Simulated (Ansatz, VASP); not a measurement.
# One calculation of Ti2H, two programs

```
Ti H
1.0
     4.39202    0.00000    0.00000
     0.00000    4.39202    0.00000
     0.00000    0.00000    4.39202
Ti H
4 2
Direct
  0.25000 0.75000 0.25000
  0.75000 0.25000 0.25000
  0.25000 0.25000 0.75000
  0.75000 0.75000 0.75000
  0.00000 0.00000 0.00000
  0.50000 0.50000 0.50000
```

The cell comes from a database or a generator and needn't be the stable form of this composition.

Alike in both runs: task single point; functional PBEsol; k mesh 6 × 6 × 6; occupations fermi-dirac, width 0.1 eV; no spin polarisation.

|  | VASP | Ansatz |
| --- | --- | --- |
| version | VASP 6.6.1 | Ansatz 0.2.0 |
| potentials or method | VASP PAW PBE potentials, release 64 (Ti_sv, H) | plane waves, PAW |
| plane-wave cutoff (eV) | 520 | 463 |
| valence electrons in the cell | 50 | 50 |

|  | VASP | Ansatz | Ansatz less VASP |
| --- | --- | --- | --- |
| pressure (GPa) | -13.8 | -13.7 | +0.01 |

Caveats: the PAW data sets were made with another functional, which shifts forces and pressure a little (VASP).
